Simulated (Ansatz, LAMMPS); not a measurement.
# Electronic structure of glassy 72SiO2-17Al2O3-6BaO-6ZnO (mol %) (116 atoms)

Wanted: forces, charges and levels of glassy 72SiO2-17Al2O3-6BaO-6ZnO (mol %) (116 atoms).

Main program and level: Ansatz 0.2.0; Kohn-Sham DFT, PBE, PAW (set soft_2), plane waves.

## 1. The starting structure

The cell holds 116 atoms: 26 Si, 12 Al, 2 Ba, 2 Zn and 74 O. Cell: a = 11.555 Å, b = 11.555 Å, c = 11.555 Å, α = 90.0°, β = 90.0°, γ = 90.0°. 116 atoms (26 Si, 12 Al, 2 Ba, 2 Zn, 74 O) placed at random at 2.85 g/cm³, melted at 4000 K for 10 ps at fixed volume with the Morse and Coulomb pair potential with partial charges (Pedone, Malavasi, Menziani, Cormack and Segre, J. Phys. Chem. B 110, 11780 (2006)). Quenched from 4000 K to 300 K at 50 K/ps and fixed volume, held 5 ps.

What the set-up can't give: The quench rate of 50 K/ps is many orders above laboratory rates, so the cell is likely richer in defects and strain than a real sample. The network of bonds at the start is that of the classical potential that made the cell, and needn't be the one that DFT or experiment would give. Only the Γ point is sampled, in a cell whose shortest periodic width is 12 Å. The levels lack spin–orbit coupling, which is large for the heavy elements here.

## 2. How the cell was made

A classical potential supplies the starting structure, since it reaches far longer times than DFT.

This step: classical MD, Morse and Coulomb pair potential with partial charges (Pedone, Malavasi, Menziani, Cormack and Segre, J. Phys. Chem. B 110, 11780 (2006)) (LAMMPS 22 Jul 2025 - Update 4).

Contents of in.lmp:

```
# melt-quench of Si26Al12Ba2Zn2O74
units metal
atom_style charge
boundary p p p
region box block 0 11.5551 0 11.5551 0 11.5551
create_box 5 box
mass 1 28.0850   # Si
mass 2 26.9815   # Al
mass 3 137.3270   # Ba
mass 4 65.3800   # Zn
mass 5 15.9990   # O
create_atoms 1 random 26 472057 NULL overlap 1.5 maxtry 2000
create_atoms 2 random 12 472064 NULL overlap 1.5 maxtry 2000
create_atoms 3 random 2 472071 NULL overlap 1.5 maxtry 2000
create_atoms 4 random 2 472078 NULL overlap 1.5 maxtry 2000
create_atoms 5 random 74 472085 NULL overlap 1.5 maxtry 2000
pair_style hybrid/overlay pedone 5.5 coul/long 8.0
pair_coeff * * coul/long
pair_coeff 1 5 pedone 0.340554 2.006700 2.100000 1   # Si-O
pair_coeff 2 5 pedone 0.361581 1.900442 2.164818 0.9   # Al-O
pair_coeff 3 5 pedone 0.065011 1.547596 3.393410 5   # Ba-O
pair_coeff 4 5 pedone 0.001221 3.150679 2.851850 1   # Zn-O
pair_coeff 5 5 pedone 0.042395 1.379316 3.618701 22   # O-O
set type 1 charge 2.4
set type 2 charge 1.8
set type 3 charge 1.2
set type 4 charge 1.2
set type 5 charge -1.2
kspace_style pppm 1.0e-4
neigh_modify delay 0 every 1 check yes
thermo_style custom step time temp pe press density
thermo_modify norm yes
timestep 0.002
thermo 100
# [... 15 lines left out ...]
fix md all nvt temp 4000 300 0.2
run 37000 post no
unfix md
thermo 1250
fix md all nvt temp 300 300 0.2
run 2500 post no
unfix md
write_dump all custom glass.dump id type xs ys zs modify sort id
```

Launch:

```bash
> lmp -in in.lmp -log none -nocite
```

Numbers of over 12 decimals in the logs are rounded to 6 here.

What it wrote:

```text
LAMMPS (22 Jul 2025 - Update 4)
Created orthogonal box = (0 0 0) to (11.5551 11.5551 11.5551)
Created 26 atoms
Created 12 atoms
Created 2 atoms
Created 2 atoms
Created 74 atoms
PPPM initialization ...
  G vector (1/distance) = 0.37697242
  grid = 12 12 12
  estimated relative force accuracy = 7.9666718e-05
   Step          Time           Temp          PotEng         Press         Density
         0   0              0             -1.9373002      611463.8       2.8449785
        95   0.19           0             -15.825464     -13719.574      2.8449785
Loop time of 0.063784 s on 1 MPI rank(s) for 95 steps with 116 atoms
Minimization stats:
[... 18 lines left out ...]
[... 1 line left out ...]
Loop time of 2.43155 s on 1 MPI rank(s) for 5000 steps with 116 atoms
   Step          Time           Temp          PotEng         Press         Density
[... 12 lines left out ...]
Loop time of 16.9288 s on 1 MPI rank(s) for 37000 steps with 116 atoms
   Step          Time           Temp          PotEng         Press         Density
     43000   86             278.50091     -15.936989     -12785.779      2.8449785
     43750   87.5           306.26591     -15.938927     -2110.1113      2.8449785
     45000   90             309.40072     -15.936586     -5350.7505      2.8449785
     45500   91             296.49221     -15.935955     -9060.8284      2.8449785
Loop time of 1.05764 s on 1 MPI rank(s) for 2500 steps with 116 atoms
```

Elapsed: 21 s, on 1 thread of Intel Xeon Platinum 8488C (Sapphire Rapids), shared host; peak memory 0.08 GiB.

## 3. Plane-wave single point

One self-consistent run at the given positions yields energy and forces.

Contents of input.yaml:

```yaml
crystal:
  lattice:
    - [11.5551, 0.0, 0.0]
    - [0.0, 11.5551, 0.0]
    - [0.0, 0.0, 11.5551]
  atoms:
    - { symbol: Si, position: [0.0541, 0.59035, 0.67462] }
    - { symbol: Si, position: [0.29364, 0.68916, 0.0864] }
    - { symbol: Si, position: [0.83311, 0.7611, 0.67101] }
    - { symbol: Si, position: [0.56592, 0.65073, 0.04678] }
    - { symbol: Si, position: [0.42659, 0.33319, 0.2585] }
    - { symbol: Si, position: [0.10399, 0.76363, 0.49535] }
    - { symbol: Si, position: [0.69629, 0.28934, 0.27398] }
    - { symbol: Si, position: [0.92679, 0.66905, 0.32621] }
    - { symbol: Si, position: [0.89265, 0.01536, 0.55412] }
    - { symbol: Si, position: [0.9692, 0.85907, 0.15331] }
    - { symbol: Si, position: [0.03056, 0.95041, 0.91094] }
    - { symbol: Si, position: [0.49202, 0.76848, 0.33946] }
    - { symbol: Si, position: [0.96713, 0.16165, 0.77056] }
    - { symbol: Si, position: [0.44315, 0.21575, 0.84821] }
    - { symbol: Si, position: [0.6744, 0.82756, 0.88251] }
    - { symbol: Si, position: [0.60763, 0.65285, 0.55147] }
    - { symbol: Si, position: [0.0778, 0.4356, 0.35634] }
    - { symbol: Si, position: [0.16483, 0.56573, 0.9214] }
    - { symbol: Si, position: [0.66337, 0.15828, 0.5114] }
    - { symbol: Si, position: [0.19946, 0.88185, 0.72072] }
    - { symbol: Si, position: [0.66238, 0.08067, 0.97531] }
    - { symbol: Si, position: [0.59448, 0.43113, 0.89946] }
    - { symbol: Si, position: [0.45288, 0.80481, 0.71605] }
    - { symbol: Si, position: [0.03914, 0.28003, 0.13328] }
    - { symbol: Si, position: [0.45421, 0.97916, 0.503] }
    - { symbol: Si, position: [0.91479, 0.48859, 0.00278] }
    - { symbol: Al, position: [0.31768, 0.55509, 0.29835] }
    - { symbol: Al, position: [0.27493, 0.13276, 0.37979] }
    - { symbol: Al, position: [0.87403, 0.42003, 0.73563] }
    - { symbol: Al, position: [0.79202, 0.28103, 0.03384] }
    - { symbol: Al, position: [0.28966, 0.34418, 0.01272] }
    - { symbol: Al, position: [0.65657, 0.40252, 0.62907] }
    - { symbol: Al, position: [0.28764, 0.13554, 0.63916] }
    - { symbol: Al, position: [0.20206, 0.88912, 0.26998] }
    - { symbol: Al, position: [0.07433, 0.21684, 0.51369] }
    - { symbol: Al, position: [0.17569, 0.16783, 0.93067] }
    - { symbol: Al, position: [0.73012, 0.55056, 0.2246] }
    - { symbol: Al, position: [0.01833, 0.06036, 0.30933] }
    - { symbol: Ba, position: [0.40086, 0.99973, 0.08979] }
    - { symbol: Ba, position: [0.34227, 0.46996, 0.57399] }
    - { symbol: Zn, position: [0.6857, 0.91181, 0.17599] }
    - { symbol: Zn, position: [0.85371, 0.41835, 0.43997] }
    - { symbol: O, position: [0.97772, 0.53199, 0.35721] }
    - { symbol: O, position: [0.1224, 0.12856, 0.39476] }
    - { symbol: O, position: [0.7684, 0.78339, 0.79682] }
    - { symbol: O, position: [0.1257, 0.60329, 0.79051] }
    - { symbol: O, position: [0.44619, 0.88403, 0.4088] }
    - { symbol: O, position: [0.46982, 0.91491, 0.62497] }
    - { symbol: O, position: [0.54183, 0.83047, 0.81963] }
    - { symbol: O, position: [0.97054, 0.74334, 0.43378] }
    - { symbol: O, position: [0.00618, 0.16443, 0.19396] }
    - { symbol: O, position: [0.02142, 0.33748, 0.44346] }
    - { symbol: O, position: [0.7186, 0.21472, 0.3956] }
    - { symbol: O, position: [0.57681, 0.71358, 0.43341] }
    - { symbol: O, position: [0.76917, 0.16052, 0.96686] }
    - { symbol: O, position: [0.50549, 0.69957, 0.64278] }
    - { symbol: O, position: [0.9364, 0.34307, 0.04259] }
    - { symbol: O, position: [0.98249, 0.7293, 0.2171] }
    - { symbol: O, position: [0.31236, 0.80319, 0.73586] }
    - { symbol: O, position: [0.83414, 0.53446, 0.10523] }
    - { symbol: O, position: [0.04247, 0.54056, 0.99742] }
    - { symbol: O, position: [0.62146, 0.26198, 0.58817] }
    - { symbol: O, position: [0.55865, 0.28936, 0.25137] }
    - { symbol: O, position: [0.94969, 0.04244, 0.83788] }
    - { symbol: O, position: [0.53848, 0.13515, 0.90398] }
    - { symbol: O, position: [0.68563, 0.36884, 0.98976] }
    - { symbol: O, position: [0.77837, 0.25191, 0.17117] }
    - { symbol: O, position: [0.92994, 0.02067, 0.42771] }
    - { symbol: O, position: [0.24026, 0.01766, 0.72536] }
    - { symbol: O, position: [0.1361, 0.03127, 0.96466] }
    - { symbol: O, position: [0.79342, 0.64247, 0.3163] }
    - { symbol: O, position: [0.5515, 0.54643, 0.95095] }
    - { symbol: O, position: [0.87907, 0.8932, 0.62452] }
    - { symbol: O, position: [0.26996, 0.58019, 0.16236] }
    - { symbol: O, position: [0.34476, 0.24386, 0.32426] }
    - { symbol: O, position: [0.14016, 0.85659, 0.58943] }
    - { symbol: O, position: [0.4356, 0.69808, 0.06047] }
    - { symbol: O, position: [0.23508, 0.67368, 0.965] }
    [... 32 atom lines left out ...]
    - { symbol: O, position: [0.84513, 0.90424, 0.17941] }
    - { symbol: O, position: [0.69272, 0.95886, 0.91575] }
    - { symbol: O, position: [0.98832, 0.8743, 0.02046] }
    - { symbol: O, position: [0.37672, 0.35314, 0.13293] }
    - { symbol: O, position: [0.14717, 0.2581, 0.04977] }
    - { symbol: O, position: [0.74092, 0.41837, 0.30166] }
kpoints:
  mp_grid: { grid: [1, 1, 1] }
hamiltonian:
  xc: pbe
scf:
  occupations: { method: fixed }
output:
  forces: true
  stress: true
  populations: true
  dos:
    method: { smearing: { sigma: 0.15 } }
    de: 0.1
    projected: { site_lists: { Al: [Al], Ba: [Ba], O: [O], Si: [Si], Zn: [Zn] } }
  eigenvalues: true
  write_density: true
  write_potential: true
  volumetric_format: npy
```

Launch:

```bash
> ansatz run input.yaml --threads 8 --pin off --max-ram 15872MiB --backend cpu --events-out ev --progress --plain --runs-dir out
```

What it wrote:

```text
Engine: ansatz 0.2.0, x86_64-unknown-linux-gnu
Pseudopotentials: kind: paw
Pseudopotential: Si, paw, valence charge 4, recommended cutoff 420 eV (normal), Si.paw.azcp
Pseudopotential: Al, paw, valence charge 3, recommended cutoff 420 eV (normal), Al.paw.azcp
Pseudopotential: Ba, paw, valence charge 10, recommended cutoff 420 eV (normal), Ba.paw.azcp
Pseudopotential: Zn, paw, valence charge 12, recommended cutoff 420 eV (normal), Zn.paw.azcp
Pseudopotential: O, paw, valence charge 6, recommended cutoff 420 eV (normal), O.paw.azcp
[... 5 lines on functional and potentials left out ...]
Crystal: 116 atoms, lattice volume = 1542.841 Å³
Basis set: ecut = 420 eV, 30095 PW (Γ), exchange–correlation on 160×160×160 points (8 copies of the dense FFT grid, shifted against one another)
Bands: 430, of which v1, the nominal top of the filled ones, is band 314 counted from 1 (313 counted from 0)
Symmetry: 1 space group operations
Space group: P1 (ITA 1), of the structure as read, at distance tolerance 1.2e-4 Å
k-points: 1
[... 11 lines on functional and potentials left out ...]
Initial density: superposition of atomic densities (neutral atoms: chi_scale 0, normalization atom), corrected by the library's trained network
Initial wavefunctions: pseudopotential atomic-orbital guess
Functional: x = pbe(κ = 0.804, μ = 0.219515), c = pbe(β = 0.066725)
SCF iter   1: F=—  HF=-83632.115619 eV  |F-HF|=—  |Δ(HF+E_count)|=         —  Δρ=2.03e-3  dr2=9.88e-2  ethr=1.77e-3  ⟨swp⟩=5.0  Hψ=1690  notcnv=0  defer=114
preconditioner: auto → Resta (q_TF=auto, 2.349 Å⁻¹)  ε∞=3.3  [insulator: Δε(μ)=3.639 eV  Ē_g=15.673 eV  n_scr=340 (ndim 8)  ℏωp=23.6 eV  f_vac=0.128  ε∞_Penn≈3.3]
SCF iter   2: F=—  HF=-83632.120709 eV  |F-HF|=—  |Δ(HF+E_count)|=   5.09e-3  Δρ=1.06e-3  dr2=2.67e-2  ethr=1.57e-5  ⟨swp⟩=2.0  Hψ=715  notcnv=0  defer=114
SCF iter   3: F=—  HF=-83632.123509 eV  |F-HF|=—  |Δ(HF+E_count)|=   2.80e-3  Δρ=5.26e-4  dr2=6.43e-3  ethr=4.25e-6  ⟨swp⟩=3.0  Hψ=572  notcnv=0  defer=114
SCF iter   4: F=—  HF=-83632.122845 eV  |F-HF|=—  |Δ(HF+E_count)|=   6.64e-4  Δρ=1.79e-4  dr2=5.40e-4  ethr=1.02e-6  ⟨swp⟩=2.0  Hψ=588  notcnv=0  defer=114
SCF iter   5: F=—  HF=-83632.122950 eV  |F-HF|=—  |Δ(HF+E_count)|=   1.05e-4  Δρ=1.28e-4  dr2=1.79e-4  ethr=8.60e-8  ⟨swp⟩=2.0  Hψ=586  notcnv=0  defer=114
SCF iter   6: F=—  HF=-83632.122878 eV  |F-HF|=—  |Δ(HF+E_count)|=   7.19e-5  Δρ=2.99e-5  dr2=1.27e-5  ethr=2.85e-8  ⟨swp⟩=2.0  Hψ=575  notcnv=0  defer=110
SCF iter   7: F=—  HF=-83632.122031 eV  |F-HF|=—  |Δ(HF+E_count)|=   8.47e-4  Δρ=1.55e-5  dr2=3.12e-6  ethr=2.02e-9  ⟨swp⟩=2.0  Hψ=742  notcnv=0  defer=109
SCF iter   8: F=—  HF=-83632.122033 eV  |F-HF|=—  |Δ(HF+E_count)|=   1.85e-6  Δρ=6.44e-6  dr2=6.29e-7  ethr=4.98e-10  ⟨swp⟩=2.0  Hψ=586  notcnv=0  defer=109
SCF iter   9: F=-83632.122033 eV  HF=-83632.122033 eV  |F-HF|=2.47e-8  |Δ(HF+E_count)|=   4.51e-7  Δρ=2.05e-6  dr2=5.91e-8  ethr=1.59e-11  ⟨swp⟩=21.0  Hψ=4483  notcnv=0
SCF 1 converged in 9 iterations: F = -83632.122033 eV  dr2 = 5.91e-8
  greatest PAW one-centre occupation: 0.991 electrons in one spin orbital (limit 2), on the Zn atom at site 41 (counted from 0), in its partial waves of l = 2
SCF converged after 9 iterations
Free energy (F): -83632.122033 eV
Harris-Foulkes:  -83632.122033 eV  (|F-HF|=2.47e-8)
Internal energy: -83632.122033 eV  (E = F + TS)
E sigma→0 (E₀):  -83632.122033 eV
Fermi energy:    3.790191 eV
--- Per-component energies (eV) ---
  E_band       = -2362.333978
  E_kinetic    = 15314.873751
  E_local      = -43244.798290  (includes V_loc(G=0)·N_el)
  E_nonlocal   = 5668.029763
  E_hartree    = 16310.749042
  E_xc         = -8048.996953
  E_vxc        = -8993.231235  (∫ρ·V_xc dr)
  E_paw        = -44839.199922  (= ΣΔE_a)
  E_vpaw       = -3728.898092  (= ΣTr[D̂ρ^β])
  E_aug_tail   = 0.189103  (compensation charges beyond the density's cutoff)
  E_ewald      = -24792.968527
  E_smearing   = -0.000000  (= −TS)
  E_closure    = 0.000000  (closes the sum)
  Σ components = -83632.122033   (vs F -83632.122033, Δ=0.00e0)
--- Forces (eV/Å), atoms counted from 1 ---
  atom   1  Si    -2.62944602     1.01628690     0.70278758
  atom   2  Si     2.57761486     1.88021152     1.91468762
  atom   3  Si    -1.83693824     2.81945522     0.36365070
  atom   4  Si    -1.43485556    -1.32587500     0.08475786
  atom   5  Si     0.29093821     0.06113888     0.93090205
  atom   6  Si    -1.40793918     0.09205058    -2.25808173
  atom   7  Si    -0.32104738    -1.35704561     0.35649656
  atom   8  Si     0.42541656    -1.09602148     0.60127772
  atom   9  Si    -1.60707693     0.80027874     3.19870971
  atom  10  Si    -1.26046590    -1.66530433     2.57567970
  atom  11  Si     2.76061401     1.34680402    -0.42612535
  atom  12  Si    -0.97640947     0.60173640     0.26455876
  atom  13  Si    -0.30191269     1.50248708    -1.37268144
  atom  14  Si     0.54083448    -0.71069568     1.66196101
[...]
atom 115  O      2.45909506     1.06752552    -0.89938425
  atom 116  O      0.46554707     1.23588719     1.94272037
  max |Σ_I F_I| component: 1.48e-4 eV/Å
--- Stress (GPa, compression-positive) ---
        5.579355       0.192463       0.369536
        0.192461       6.913329       2.398209
        0.369536       2.398212       6.484760
  P = ⅓ Tr σ = 6.3258 GPa (63.258 kbar)
--- Band table (eV) ---
  k-point 0: bands = ["-23.6644", "-22.1791", "-16.7086", "-16.5895", [... 414 levels ...], "13.6167", "13.6840", "13.6912", "13.7307", "13.7577", "13.7920", "13.8072", "13.8594", "13.9318", "13.9554", "13.9666", "13.9924"]
--- Löwdin populations: 116 sites ---
  site symbol       q [e]
     0     Si      2.2770
     1     Si      2.2473
     2     Si      2.1990
[...]
115      O      6.8871
  spilling = 0.011962 (of n_electrons = 628.000000)
```

Run time: 9.4 s. Hardware: 8 threads of Intel Xeon Platinum 8488C (Sapphire Rapids), shared host; peak memory 2.4 GiB; 66 s of CPU time.

The column dr2 measures how far the density is from self-consistency, as an energy; F and HF (Harris–Foulkes) agree once it is small.

Read from the output:

```yaml
free_energy: -83632.1220 eV
free_energy_per_atom: -720.9666 eV/atom
scf_cycles: 9
pressure: 6.326 GPa
r_m_s_force_component: 1.292 eV/Å
longest_force: 4.921 eV/Å
fermi_energy: 3.79 eV
spacing_of_highest_filled_and_lowest_empty_level: 3.51 eV
spilling_of_the_projection: 0.01196
```

Length of the force by element:

```csv
element,coordination,atoms,mean length of the force (eV/Å),spread,least,most
Al,all,12,2.00,0.758,0.522,3.24
Ba,all,2,0.616,0.0568,0.559,0.673
O,all,74,1.89,0.927,0.208,4.92
Si,all,26,2.56,1.01,0.869,4.81
Zn,all,2,0.658,0.0973,0.561,0.755
```

Löwdin charges by element (they lack the spilled electrons, 0.065 e an atom on average):

```csv
element,coordination,atoms,mean charge (e),spread,least,most
Al,all,12,1.37,0.0311,1.32,1.43
Ba,all,2,1.92,1.0e-4,1.92,1.92
O,all,74,-0.833,0.0528,-1.02,-0.749
Si,all,26,1.76,0.0213,1.72,1.80
Zn,all,2,1.51,0.0094,1.50,1.52
```

States in the cell by windows of 1 eV, zero at the Fermi level; the larger projections on atomic orbitals stand beside the total:

```csv
from (eV),to (eV),total,O p,Si p,Zn d
-10,-9,13.1,8.8,0.6,0.0
-9,-8,13.7,9.4,0.9,0.0
-8,-7,21.1,15.2,2.0,0.2
-7,-6,43.7,31.1,5.6,3.5
-6,-5,49.3,33.2,4.4,7.5
-5,-4,53.9,39.9,3.6,5.6
-4,-3,69.9,60.4,2.9,1.5
-3,-2,83.2,76.4,2.0,0.9
-2,-1,77.6,73.3,1.2,0.4
-1,0,36.4,34.7,0.4,0.3
0,1,0.9,0.9,0.0,0.0
1,3,0.0,0.0,0.0,0.0
3,4,2.1,0.2,0.0,0.0
4,5,12.1,0.8,0.8,0.0
```

With fixed occupations the program's Fermi level is the highest filled level; weight inside the gap is the broadening of levels at its edges.

Between -26 and -10 eV lie 162 more states.

The levels nearest the highest filled one (over half full), pooled over k-points and spins:

```csv
level less the highest filled one (eV),occupation
-0.438,2
-0.432,2
-0.350,2
-0.243,2
-0.0706,2
0,2
3.51,0
4.25,0
4.47,0
4.70,0
4.82,0
4.91,0
```

Valence density in the ac plane at fractional y = 0.434, with atoms of Si and Al and Zn and O within 0.2 Å of it. It is the smooth field of the valence electrons, not physical close to the nuclei.

Values in units of 1e0 e/Å³, 13 rows by 16 columns, each cell a mean:
```
0.1 0.1 0.3 2.7 2.3 0.2 0.0 0.1 0.2 0.3 0.6 0.5 0.1 0.3 0.4 0.2
0.0 0.0 0.2 1.9 1.6 0.1 0.0 0.2 0.3 0.2 0.5 0.2 0.1 0.9 1.0 0.2
0.1 0.0 0.0 0.1 0.1 0.0 0.0 0.1 0.1 0.9 4.3 1.6 0.2 0.3 0.4 0.1
2.1 0.4 0.0 0.0 0.0 0.0 0.0 0.0 0.0 0.5 2.5 1.0 0.2 0.1 0.1 0.9
2.5 0.4 0.0 0.0 0.4 0.9 0.5 0.1 0.1 0.2 0.1 0.3 2.2 2.1 0.3 1.0
0.1 0.1 0.0 0.1 0.9 1.2 1.1 0.2 0.2 0.4 0.2 0.4 2.7 2.3 0.2 0.1
0.1 0.1 0.1 0.1 0.3 0.7 0.4 0.1 0.1 0.1 0.1 0.1 0.3 3.4 1.5 0.1
0.3 0.3 0.6 0.6 0.2 0.2 0.7 0.4 0.0 0.0 0.0 0.1 0.5 8.8 3.5 0.3
0.3 0.2 0.6 0.6 0.2 0.5 4.1 2.7 0.1 0.0 0.2 2.3 2.3 0.3 0.2 0.2
0.4 0.7 0.2 0.1 0.0 0.2 0.8 0.6 0.1 0.0 0.2 2.1 2.0 0.2 0.0 0.1
0.2 0.4 0.1 0.0 0.0 0.1 0.2 0.1 0.0 0.0 0.0 0.1 0.1 0.1 0.0 0.0
0.1 0.0 0.0 0.0 0.1 0.2 0.2 0.1 0.0 0.0 0.0 0.1 0.1 0.2 0.2 0.1
0.1 0.1 0.1 0.2 0.2 0.1 0.1 0.0 0.0 0.1 0.4 0.4 0.1 0.2 0.4 0.4
```
Columns run along a (11.6 Å), rows up along c (11.6 Å). Atoms in or near the plane, at fractional coordinates: Si at (0.08, 0.36), Si at (0.59, 0.90), Al at (0.87, 0.74), Zn at (0.85, 0.44), O at (0.42, 0.34), O at (0.24, 0.92), O at (0.66, 0.77), O at (0.80, 0.60), O at (0.74, 0.30).

Electrostatic potential energy in the ac plane at fractional y = 0.434, with atoms of Si and Al and Zn and O within 0.2 Å of it. With pseudopotentials it is smooth inside the atoms' cores, unlike the true potential.

Ten even steps from '0' (-38 eV) to '9' (11 eV), each cell a mean:
```
899999854688999998655788999875357
999999500389999986100279999987788
999999732699999985000169999966899
999999999999999987422479999877899
999999999999999999874115998766789
999999999999999999983003987566568
459999999888889999997447886577566
017999998776778899876556887655673
468999987532357889865665641268897
999999886200025889875555610059999
999999886200025899987777864589999
999999987532357899999999988656899
988889998877788999999999984101589
865578899999999999999999973001478
510026689999855799999999986324688
500016789999400399999996347888888
741258999998621599999982005999998
987789999998887899999985248999999
998899999999988899999998889999999
999999999999999999999999999999999
999999999999999999999999999999999
999999999999999999999999999998889
999999988888999999999999999986567
899999988778999999999999999863136
```
Columns run along a (11.6 Å; values clipped at the 3rd and 97th percentile), rows up along c (11.6 Å). Atoms in or near the plane, at fractional coordinates: Si at (0.08, 0.36), Si at (0.59, 0.90), Al at (0.87, 0.74), Zn at (0.85, 0.44), O at (0.42, 0.34), O at (0.24, 0.92), O at (0.66, 0.77), O at (0.80, 0.60), O at (0.74, 0.30).

Mean Löwdin charges: Al +1.37, Ba +1.92, O -0.83, Si +1.76, Zn +1.51 e (they miss 1.2 % of the electrons, so they add up to more than the cell's charge).

(Part 1 of 2 ends here.)

[Logs are printed without paths, hosts, clocks, repeated set-up lines and the standing remarks that a program may print on its own settings, such as how far it seeks lower states.]

[Hosts, paths, dates, database ids (printed as entryN), source tags and the programs' standing remarks are cut or masked in the printed files.]
